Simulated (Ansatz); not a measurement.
InSe: smallest direct gap on path and band gap against volume per atom

Periodic Kohn-Sham DFT of a crystal at fixed atoms; Kohn-Sham levels at symmetry points; band -1 is the highest filled and +1 the lowest empty one at that point, spin up along a +z start moment. The results are calculated, by Ansatz 0.2.0.

Cell of the first row (space group C2/m, No. 12):
```
InSe
1.0
      5.7481    -2.0130     0.0000
      5.7481     2.0130     0.0000
     -1.5668     0.0000     4.2354
In Se
2 2
Direct
  0.88400 0.88400 0.00500
  0.11600 0.11600 0.99500
  0.66000 0.66000 0.64200
  0.34000 0.34000 0.35800
```

Settings of every row: method all-electron LAPW; functional PBEsol; relativity scalar; k mesh 7x7x6; filling fermi-dirac; smearing width 0.02 eV; basis error target 0.5 meV/atom; nucleus gaussian.

Atom start moment: 0 on all atoms.

Limits: semilocal functionals tend to give too small a gap; no spin-orbit coupling, which shifts gaps with heavier elements (InSe).

| row | volume per atom (Å³) | smallest direct gap on path (eV) | band gap (eV) |
| --- | --- | --- | --- |
| 1 | 24.504 | 1.409 | 0.984 |
| 2 | 25.026 | 1.374 | 0.943 |
| 3 | 25.547 | 1.338 | 0.903 |
| 4 | 25.808 | 1.32 | 0.883 |
| 5 | 26.068 | ? | ? |
| 6 | 26.329 | 1.284 | 0.845 |
| 7 | 26.59 | 1.266 | 0.826 |
| 8 | 27.111 | 1.23 | 0.789 |
| 9 | 27.633 | 1.178 | 0.752 |

Question: what smallest direct gap on path and band gap should row 5 give?

Worked fit of smallest direct gap on path. Take t = volume per atom − 26, in Å³. The shown rows have t = -1.496, -0.974, -0.453, -0.192, 0.329, 0.59, 1.111, 1.633. Their means are 0.0685 and 1.2999 eV; the sums about the means are S_tt = 7.749 and S_ty = -0.5584, whose ratio is the slope. Least squares give smallest direct gap on path = 1.3048 − 0.07207 × t eV. The rows lie off it by -0.004, -0.001, 0.001, 0.001, 0.003, 0.004, 0.005, -0.009 (root mean square 0.0043 eV). The withheld row has t = 0.068, so the fit gives 1.3048 − 0.07207 × (0.068) = 1.300 eV.

The calculation gave 1.344 eV. The fit lies 0.044 eV (3.3 % of the value, 19 % of the column's range) below it; its largest miss of a shown row is 0.009 eV.

Worked fit of band gap. Take t = volume per atom − 26, in Å³. The shown rows have t = -1.496, -0.974, -0.453, -0.192, 0.329, 0.59, 1.111, 1.633. Least squares give band gap = 0.8691 − 0.07425 × t + 0.00166 × t² eV; a straight line predicts inner rows, each left out in turn, worse (root mean square 0.0014 against 0.00032 eV). All shown rows lie on it to the printed digit. The withheld row has t = 0.068, so the fit gives 0.8691 − 0.07425 × (0.068) + 0.00166 × (0.068)² = 0.864 eV.

The calculation gave 0.865 eV. The fit lies 0.001 eV (0.43 % of the column's range) below it, one unit of the last digit.
